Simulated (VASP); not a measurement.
Wanted: the native input for a VASP 6.6.1 run.

- Task: single point
- Functional: PBE
- Potentials or basis: VASP PAW PBE potentials, release 64 (Te, Mg)
- Cutoff: 500 eV
- k mesh: 7 × 7 × 7
- Occupations: gaussian, width 0.05 eV
- Spin: no spin polarisation
- Further INCAR settings: ALGO = Fast; EDIFF = 1e-06; NBANDS = 11

The structure of MgTe lies in POSCAR:

```
MgTe
1.0
    0.0000000000      3.2319988239      3.2319988239
    3.2319988239      0.0000000000      3.2319988239
    3.2319988239      3.2319988239      0.0000000000
Te Mg
1 1
Direct
    0.2500000000      0.2500000000      0.2500000000
    0.0000000000      0.0000000000      0.0000000000
```

The cell comes from a database or a generator and needn't be the stable form of this composition.

These files were run (other wordings do the same):

INCAR

```
PREC     = Accurate       # precision mode
ENCUT    = 500            # plane-wave cutoff, eV
EDIFF    = 1E-6           # SCF threshold, eV
ISMEAR   = 0              # smearing method
SIGMA    = 0.05           # smearing width, eV
LREAL    = False          # projectors in reciprocal space
LASPH    = True           # aspherical terms in the spheres
NELM     = 80             # most SCF steps
ALGO     = Fast           # electronic algorithm
ISIF     = 2              # what is computed and relaxed
LWAVE    = False          # write WAVECAR
LCHARG   = False          # write CHGCAR
GGA      = PE             # functional
NBANDS   = 11             # bands
```

KPOINTS

```
regular mesh
0
Gamma
  7 7 7
```

Potentials or basis: VASP PAW PBE potentials, release 64 (Te, Mg).

Launch:

```sh
$ cat potpaw_PBE.64/Te/POTCAR potpaw_PBE.64/Mg/POTCAR > POTCAR
$ mpirun -np 1 vasp_std > vasp.out
```

Results of the run:

The pressure is 0.7 GPa. The band gap on the k mesh is 2.41 eV, direct.

Caveat: spin-orbit coupling is left out, which moves the levels of the heavy elements.

Run time: 9.4 s on 1 thread of Intel(R) Xeon(R) Platinum 8559C (Emerald Rapids), with other jobs on the host, peak memory 0.2 GiB.
